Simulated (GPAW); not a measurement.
# Fe2Si (I4/mmm) in GPAW: band structure with LDA

Aim: the band structure of Fe2Si with LDA.

Program: GPAW 26.7.0. These are calculated values, not measurements. Logs are shortened: lines on timing, memory, paths and dates and some standing lists are left out, and cuts for length are marked. The log counts tension as positive stress, the text compression.

## 1. Starting point

Symmetry: I4/mmm, No. 139, tetragonal system. Conventional cell: a = 2.695 Å, b = 2.695 Å, c = 8.905 Å, α = 90.00°, β = 90.00°, γ = 90.00°. Fe (site symmetry 4mm) has 4 Si at 2.38 Å and 8 Fe at 2.49 to 2.69 Å as nearest neighbours. Si (site symmetry 4/mmm) has 8 Fe at 2.38 Å and 4 Si at 2.69 Å as nearest neighbours.

The cell comes from a database or a generator and needn't be the stable form of this composition.

## 2. Band structure, LDA, collinear spin, ferromagnetic start

The input, run.py:

```python
from ase import Atoms
from ase.dft.bandgap import bandgap
from ase.io import write
from ase.units import GPa
from gpaw import GPAW, PW

atoms = Atoms(['Fe', 'Fe', 'Si'],
              cell=[[-1.347484, 1.347484, 4.452568],
                    [1.347484, -1.347484, 4.452568],
                    [1.347484, 1.347484, -4.452568]],
              scaled_positions=[[0.660368, 0.660368, 0.0],
                                [0.339632, 0.339632, 0.0],
                                [0.0, 0.0, 0.0]],
              pbc=True)
atoms.set_initial_magnetic_moments([3.0, 3.0, 0.0])

calc = GPAW(mode=PW(600),
            xc='LDA',
            kpts={'size': (9, 9, 9), 'gamma': True},
            occupations={'name': 'fermi-dirac', 'width': 0.05},
            nbands=23,
            convergence={'density': 1e-05, 'energy': 1e-05},
            maxiter=150,
            txt='gpaw.txt')
atoms.calc = calc
energy = atoms.get_potential_energy()
forces = atoms.get_forces()
stress = atoms.get_stress()
calc.write('gs.gpw')
write('result.traj', atoms)
print(f'Energy: {energy:.6f} eV')
print('Forces (eV/A):')
print(forces.round(4))
print('Stress (GPa):', (stress / GPa).round(3))
print('Moments:', calc.get_magnetic_moments().round(3))
print('Fermi level:', round(calc.get_fermi_level(), 4), 'eV')
print(f'Gap: {bandgap(calc)[0]:.4f} eV, direct: {bandgap(calc, direct=True)[0]:.4f} eV')

path = atoms.cell.bandpath('GXYSGZS1NPY1Z,XP', npoints=100, eps=1e-4)
bs_calc = calc.fixed_density(kpts=path, symmetry='off', nbands=34,
                             convergence={'bands': 'CBM+6.0', 'eigenstates': 1e-6}, txt='bands.txt')
bs = bs_calc.band_structure()
bs.write('bs.json')
print(f'Gap on the path: {bandgap(bs_calc)[0]:.4f} eV')
```

Potentials or basis: the program's PAW data sets (release 1.2.1) made for this functional, pw.

Launch:

```
OMP_NUM_THREADS=1 python run.py
```

gpaw.txt:

```text
__  _  _
 | _ |_)|_||  |
 |__||  | ||/\| - 26.7.0

Input parameters:
  mode=PW(ecut=600.0),
  convergence={'density': 1e-05, 'energy': 1e-05},
  kpts=MonkhorstPack(size=(9, 9, 9), gamma=True),
  maxiter=150,
  nbands=23,
  occupations=Occupations(name='fermi-dirac', width=0.05),
  xc=XC(name='LDA')

Diagonalizing LCAO Hamiltonian
Converting LCAO to pw mode

       Fe

       Fe

       Si

Atoms  # Å, Bohr magnetons
|   | symbol |         x |         y |        z |    initial magnetic moments |
|---|--------|-----------|-----------|----------|-----------------------------|
| 0 |     Fe | -0.000000 |  0.000000 | 5.880667 | ( 0.0000,  0.0000,  3.0000) |
| 1 |     Fe |  0.000000 | -0.000000 | 3.024469 | ( 0.0000,  0.0000,  3.0000) |
| 2 |     Si |  0.000000 |  0.000000 | 0.000000 | ( 0.0000,  0.0000,  0.0000) |

Unit cell  # Å
| periodic |         x |         y |         z |  lengths |     angles |
|----------|-----------|-----------|-----------|----------|------------|
|      yes | -1.347484 |  1.347484 |  4.452568 | 4.843221 | 147.691929 |
|      yes |  1.347484 | -1.347484 |  4.452568 | 4.843221 | 147.691929 |
|      yes |  1.347484 |  1.347484 | -4.452568 | 4.843221 |  46.340350 |

Number of symmetries: 16
Symmetry operations  # r_c * U_cc + t_c -> r_c
|    | kind |            matrix            |
|----|------|------------------------------|
|  0 |  σ   |  1, 1, 1,  0, 0,-1,  0,-1, 0 |
|  1 |  C4  |  1, 1, 1,  0, 0,-1, -1, 0, 0 |
|  2 |  E   |  1, 0, 0,  0, 1, 0,  0, 0, 1 |
|  3 |  σ   |  1, 0, 0,  0, 1, 0, -1,-1,-1 |
|  4 |  σ   |  0, 1, 0,  1, 0, 0,  0, 0, 1 |
|  5 |  C2  |  0, 1, 0,  1, 0, 0, -1,-1,-1 |
|  6 |  C2  |  0, 0, 1, -1,-1,-1,  1, 0, 0 |
|  7 |  S4  |  0, 0, 1, -1,-1,-1,  0, 1, 0 |
|  8 |  C4  |  0, 0,-1,  1, 1, 1,  0,-1, 0 |
|  9 |  σ   |  0, 0,-1,  1, 1, 1, -1, 0, 0 |
| 10 |  σ   |  0,-1, 0, -1, 0, 0,  1, 1, 1 |
| 11 |  C2  |  0,-1, 0, -1, 0, 0,  0, 0,-1 |
| 12 |  C2  | -1, 0, 0,  0,-1, 0,  1, 1, 1 |
| 13 |  i   | -1, 0, 0,  0,-1, 0,  0, 0,-1 |
| 14 |  S4  | -1,-1,-1,  0, 0, 1,  1, 0, 0 |
| 15 |  C2  | -1,-1,-1,  0, 0, 1,  0, 1, 0 |

BZ-sampling:
  Number of BZ points: 729
  Number of IBZ points: 75

  Monkhorst-Pack size: [9, 9, 9]
  Monkhorst-Pack shift: [0, 0, 0]

K-points  # in reciprocal-cell coordinates
|     |                                coordinates |     weight |
|-----|--------------------------------------------|------------|
|   0 | (  0.00000000,   0.00000000,   0.00000000) | 0.00137174 |
|   1 | (  0.11111111,  -0.11111111,   0.00000000) | 0.00548697 |
|   2 | (  0.11111111,  -0.11111111,   0.11111111) | 0.00548697 |
|   3 | (  0.11111111,   0.00000000,   0.00000000) | 0.01097394 |
|   4 | (  0.11111111,   0.11111111,  -0.11111111) | 0.00274348 |
|   5 | (  0.22222222,  -0.22222222,   0.00000000) | 0.00548697 |
|   6 | (  0.22222222,  -0.22222222,   0.11111111) | 0.01097394 |
|   7 | (  0.22222222,  -0.22222222,   0.22222222) | 0.00548697 |
|   8 | (  0.22222222,  -0.11111111,   0.00000000) | 0.02194787 |
|   9 | (  0.22222222,  -0.11111111,   0.11111111) | 0.01097394 |
| ... |                                            |            |
|  74 | (  0.44444444,   0.44444444,   0.44444444) | 0.01097394 |

Plane wave coefficients: 1105
Cutoff: 600.0 eV

Spin-components: 2 (collinear spins)
Bands:           23
Projectors:      17
Spin-degeneracy: 1
Datatype:        complex128

Parallelization:
  kpt:    1
  domain: 1
  band:   1

Density:
  Valence electrons: 20.0
  Components: 2
  Grid points: [28 28 28]
  Charge: 0.0  # |e|

Potential:
  Grid points: [28 28 28]

species:
  Fe:
    name:    Iron
    Z:       26.0
    valence: 8
    core:    18
    charge:  0.0  # [|e|]
    compensation charges:
      type: gauss
      rc: 0.33  # [Å]
      lmax: 2
    cutoffs:
      filter: 2.06  # [Å]
      core: 2.67  # [Å]
    projectors
    | kind |    occ | energy [eV] | rcut [Å] |
    |------|--------|-------------|----------|
    |   4s |  2.000 |      -5.481 |    1.164 |
    |   4p |  0.000 |      -1.431 |    1.058 |
    |   3d |  6.000 |      -7.753 |    1.058 |
    |    s |        |      21.730 |    1.164 |
    |    p |        |      25.780 |    1.058 |
    |    d |        |      19.459 |    1.058 |

    Using partial waves for Fe as LCAO basis

  Si:
    name:    Silicon
    Z:       14.0
    valence: 4
    core:    10
    charge:  0.0  # [|e|]
    compensation charges:
      type: gauss
      rc: 0.33  # [Å]
      lmax: 2
    cutoffs:
      filter: 1.86  # [Å]
      core: 2.06  # [Å]
    projectors
    | kind |    occ | energy [eV] | rcut [Å] |
    |------|--------|-------------|----------|
    |   3s |  2.000 |     -10.878 |    1.058 |
    |   3p |  2.000 |      -4.162 |    1.058 |
    |    s |        |      16.334 |    1.058 |
    |    p |        |      23.049 |    1.058 |
    |    d |        |       0.000 |    1.058 |

    Using partial waves for Si as LCAO basis

Reference energy: -76974.591924  # eV

eigensolver:
  PPCG
  Converge bands: occupied
  niter=2

density mixing:
  MSR1-Mixer
  Pratt-step length: 0.05
  Maximum mixing coefficient: 0.75
  Old densities: 10
  SVD Regularization: 0.005
  Good broyden scale: 1.0
  Trust region scale: 1.0
  Backstep threshold: 4.0
  History deletion threshold: 6.0
  Fourier metric: weight=20.0, sigma=0.015

occupation numbers:
  Fermi-Dirac:
    width: 0.0500  # eV

poisson solver:
  ecut: 4800.0  # eV

xc functional:
  name: None

convergence criteria:
- Maximum integral of absolute [dens]ity change: 1e-05 electrons / valence electron
- Maximum [total energy] change in last 3 cyles: 1e-05 eV / valence electron
- Maximum integral of absolute [eigenst]ate change: 4e-08 eV^2 / valence electron
maximum number of iterations: 150

SCF iterations
|iter     | |      energy | eigst |  dens |  magmom |
|---------|-|-------------|-------|-------|---------|
|iter:   1| |  -26.584968 | +0.77 |       |  +6.0111|
|iter:   2| |  -26.659041 | -1.31 | -0.80 |  +5.8903|
|iter:   3| |  -28.189683 | -0.64 | -0.82 |  +3.9642|
|iter:   4| |  -27.605344 | -0.28 | -0.84 |  +4.1005|
|iter:   5| |  -27.358995 | -0.83 | -0.89 |  +2.8725|
|iter:   6| |  -27.362170 | -1.78 | -1.43 |  +2.3198|
|iter:   7| |  -27.349857 | -2.27 | -1.58 |  +2.1689|
|iter:   8| |  -27.353969 | -3.14 | -1.89 |  +2.1508|
|iter:   9| |  -27.354487 | -4.25 | -2.37 |  +2.2003|
|iter:  10| |  -27.354534 | -5.20 | -2.95 |  +2.2118|
|iter:  11| |  -27.354537c| -6.29 | -3.86 |  +2.2125|
|iter:  12| |  -27.354538c| -6.86 | -4.25 |  +2.2128|
|iter:  13| |  -27.354538c| -7.42c| -5.12c|  +2.2128|

Converged in 13 steps
Energy contributions relative to reference atoms: (reference = -76974.591924)

Energy contributions:
  Kinetic:          16.715331
  Coulomb:         -11.738578
  Zero:              0.099517
  External:          0.000000
  Xc:              -32.420871
  Entropy:          -0.019876
  Spinorbit:         0.000000
  ----------------------------
  Free energy:     -27.364477
  Extrapolated:    -27.354538

dipole moment: (-9.547731, -9.547731, 12.259076)  # |e|*Ang

Total magnetic moment: (0.000000, 0.000000, 2.212835)

Local magnetic moments
|        x |        y |         z |
|----------|----------|-----------|
| 0.000000 | 0.000000 |  1.141819 |  # Fe   0
| 0.000000 | 0.000000 |  1.141819 |  # Fe   1
| 0.000000 | 0.000000 | -0.041149 |  # Si   2

Fermi level: 11.317
Eigenvalues  # (at kpt = [0.000, 0.000, 0.000])
| band index |      eig [eV] | occ [0-1] |      eig [eV] | occ [0-1] |
|------------|---------------|-----------|---------------|-----------|
|          0 |        -1.573 |     1.000 |        -1.540 |     1.000 |
|        ... |               |           |               |           |
|          3 |         7.664 |     1.000 |         8.442 |     1.000 |
|          4 |         8.770 |     1.000 |         9.573 |     1.000 |
|          5 |         9.703 |     1.000 |        10.668 |     1.000 |
|          6 |         9.703 |     1.000 |        10.668 |     1.000 |
|          7 |        10.063 |     1.000 |        10.908 |     1.000 |
|          8 |        10.063 |     1.000 |        10.908 |     1.000 |
[... 8 lines left out ...]
|         17 |        20.051 |     0.000 |        21.039 |     0.000 |
|         18 |        20.053 |     0.000 |        21.077 |     0.000 |
|        ... |               |           |               |           |
|         22 |        22.807 |     0.000 |        23.090 |     0.000 |

No gap
No difference between direct/indirect transitions

Forces  # eV/Ang
|        x |        y |        z |
|----------|----------|----------|
| -0.00000 | -0.00000 |  0.03915 |  # Fe   0
|  0.00000 | -0.00000 | -0.03915 |  # Fe   1
| -0.00000 | -0.00000 |  0.00000 |  # Si   2

Stress tensor  # eV/Ang^3
|        x |        y |        z |
|----------|----------|----------|
| 0.088719 | 0.000000 | 0.000000 |
| 0.000000 | 0.088719 | 0.000000 |
| 0.000000 | 0.000000 | 0.090545 |

# Writing to gs.gpw (mode='')
```

It took 5 min on 1 thread of Arm Neoverse V2, shared host; peak memory 0.44 GiB.

What came out:

```
Free energy             : -27.3645 eV
Pressure                : -14.3 GPa
Largest force           : 0.039 eV/Å
Band gap along the path : none (metal or under the smearing width)
Net moment              : 2.21 μB per cell
Site moments            : Fe +1.14; Si -0.04 μB
```

Forces in eV/Å, atoms in the order of the input:
```
Fe   0.000  0.000  0.039
Fe   0.000  0.000 -0.039
Si   0.000  0.000  0.000
```

Levels at the corners of the path, in eV from the Fermi level:
Spin up:
```
point  band 9  band 10  band 11  band 12  band 13  band 14
    Γ   -1.25    -1.10    -0.47    -0.23     0.00     7.34
    X   -0.30     0.06     0.08     1.56     1.97     2.75
    Y   -0.33     0.06     0.18     1.52     1.65     2.07
    S   -1.65    -0.83    -0.22     0.06     0.45     4.93
    Γ   -1.25    -1.10    -0.47    -0.23     0.00     7.34
    Z   -0.42    -0.38    -0.38    -0.30     3.74     5.87
   S1   -1.65    -0.83    -0.22     0.06     0.45     4.93
    N   -1.93    -0.66    -0.35     0.05     0.49     3.74
    P    0.06     0.08     0.11     0.11     1.57     2.89
   Y1   -0.33     0.06     0.18     1.52     1.65     2.07
    Z   -0.42    -0.38    -0.38    -0.30     3.74     5.87
    X   -0.30     0.06     0.08     1.56     1.97     2.75
    P    0.06     0.08     0.11     0.11     1.57     2.89
```
Spin down:
```csv
point,band 5,band 6,band 7,band 8,band 9,band 10,band 11,band 12,band 13,band 14
Γ,-1.74,-0.65,-0.65,-0.41,-0.41,0.04,0.53,0.91,0.98,7.59
X,-2.34,-1.82,-1.36,-0.61,0.99,1.14,1.16,2.14,2.17,3.59
Y,-2.33,-1.67,-1.43,-0.62,0.94,1.14,1.23,1.79,2.30,2.88
S,-2.29,-1.45,-1.31,-1.07,-0.65,0.16,0.87,1.22,1.50,5.39
Γ,-1.74,-0.65,-0.65,-0.41,-0.41,0.04,0.53,0.91,0.98,7.59
Z,-1.30,-1.30,-1.19,0.12,0.65,0.65,0.86,0.89,3.84,5.97
S1,-2.29,-1.45,-1.31,-1.07,-0.65,0.16,0.87,1.22,1.50,5.39
N,-2.27,-1.24,-1.23,-0.99,-0.99,0.39,0.72,1.20,1.56,4.37
P,-2.03,-2.03,-1.54,0.64,0.64,0.66,1.14,1.16,2.28,3.59
Y1,-2.33,-1.67,-1.43,-0.62,0.94,1.14,1.23,1.79,2.30,2.88
Z,-1.30,-1.30,-1.19,0.12,0.65,0.65,0.86,0.89,3.84,5.97
X,-2.34,-1.82,-1.36,-0.61,0.99,1.14,1.16,2.14,2.17,3.59
P,-2.03,-2.03,-1.54,0.64,0.64,0.66,1.14,1.16,2.28,3.59
```

Caveat: the k mesh is coarse (spacing up to 0.37 Å⁻¹), so the values aren't converged; the program warned that so skewed a cell can give wrong results.
